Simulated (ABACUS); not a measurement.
Input of an ABACUS 3.10.1 run:

The input INPUT:

```
INPUT_PARAMETERS
suffix              GaN
calculation         scf
basis_type          pw
pseudo_dir          ./
symmetry            1
dft_functional      pbe
ecutwfc             84
pseudo_rcut         10
nspin               1
nbands              13
ks_solver           dav
smearing_method     fd
smearing_sigma      0.00367493
scf_thr             1e-08
scf_nmax            100
mixing_type         broyden
mixing_beta         0.7
cal_force           1
cal_stress          1
kpar                4
```

File STRU:

```
ATOMIC_SPECIES
Ga 69.7230 Ga.upf
N 14.0070 N.upf

LATTICE_CONSTANT
1.8897261246

LATTICE_VECTORS
0.0000000000 2.2535006075 2.2535006075
2.2535006075 0.0000000000 2.2535006075
2.2535006075 2.2535006075 0.0000000000

ATOMIC_POSITIONS
Direct

Ga
0.0
1
0.0064260000 -0.0016860000 -0.0053100000 1 1 1

N
0.0
1
0.2425010000 0.2481970000 0.2566230000 1 1 1
```

The input KPT:

```
K_POINTS
0
Gamma
10 10 10 0 0 0
```

Potentials or basis: PseudoDojo NC SR 0.4.1 PBE standard, plane waves.

Run with:

```sh
$ OMP_NUM_THREADS=1 mpirun -np 4 abacus > log
```

Question: Estimate the largest force.

Answer: 0.509 eV/Å.

Question: Estimate the band gap on the k mesh.

Answer: 1.68 eV, direct.

Question: Predict the pressure.

Answer: 5.4 GPa.

Forces in eV/Å, atoms in the order of the input:
```
Ga   0.327 -0.010 -0.390
N   -0.327  0.010  0.390
```
